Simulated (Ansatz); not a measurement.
Crystal: Bi2Se3 (Paraguanajuatite).

```
CELL_PARAMETERS angstrom
2.07150 1.19598 9.54533
-2.07150 1.19598 9.54533
0.00000 -2.39196 9.54533
ATOMIC_POSITIONS crystal
Bi 0.59920 0.59920 0.59920
Bi 0.40080 0.40080 0.40080
Se 0.78830 0.78830 0.78830
Se 0.21170 0.21170 0.21170
Se 0.00000 0.00000 0.00000
```

```yaml
Program: Ansatz 0.2.0
Task: relaxation of cell and atoms
Functional: LDA
Potentials_or_basis: Ansatz PAW
Cutoff: "420 eV (not typed: the program's choice for these potentials)"
k_mesh: 8 × 8 × 8
Occupations: fermi-dirac, width 0.05 eV
Spin: no spin polarisation
```

At the start: volume 28.38 Å³/atom.

Problem. Where does the relaxation end?

Solution. It ends after 7 steps and the volume is 27.13 Å³/atom (-4.4 %); space group R-3m (No. 166, to 0.05 Å).

Step by step:
| step | energy change (eV) | largest force (eV/Å) | volume (Å³) |
| --- | --- | --- | --- |
| 1 | 0.0000 | 0.1175 | 141.89 |
| 2 | -0.0107 | 0.1664 | 133.54 |
| 3 | -0.0353 | 0.0247 | 136.20 |
| 4 | -0.0365 | 0.0177 | 135.94 |
| 5 | -0.0367 | 0.0237 | 135.73 |
| 6 | -0.0368 | 0.0032 | 135.64 |
| 7 | -0.0356 | 0.0033 | 135.64 |

Final structure:
```yaml
crystal:
  lattice:
    - [2.05231, 1.18490, 9.29622]
    - [-2.05231, 1.18490, 9.29622]
    - [0.00000, -2.36980, 9.29622]
  atoms:
    - { symbol: Bi, position: [0.59864, 0.59864, 0.59864] }
    - { symbol: Bi, position: [0.40136, 0.40136, 0.40136] }
    - { symbol: Se, position: [0.79074, 0.79074, 0.79074] }
    - { symbol: Se, position: [0.20926, 0.20926, 0.20926] }
    - { symbol: Se, position: [0.00000, 0.00000, 0.00000] }
```

Caveat: the plane-wave basis is chosen anew once the cell has moved, so the energies of steps on either side of that aren't comparable; the PAW data sets come from PBE, with cores solved anew for the run's functional, which leaves a small shift of forces and pressure.
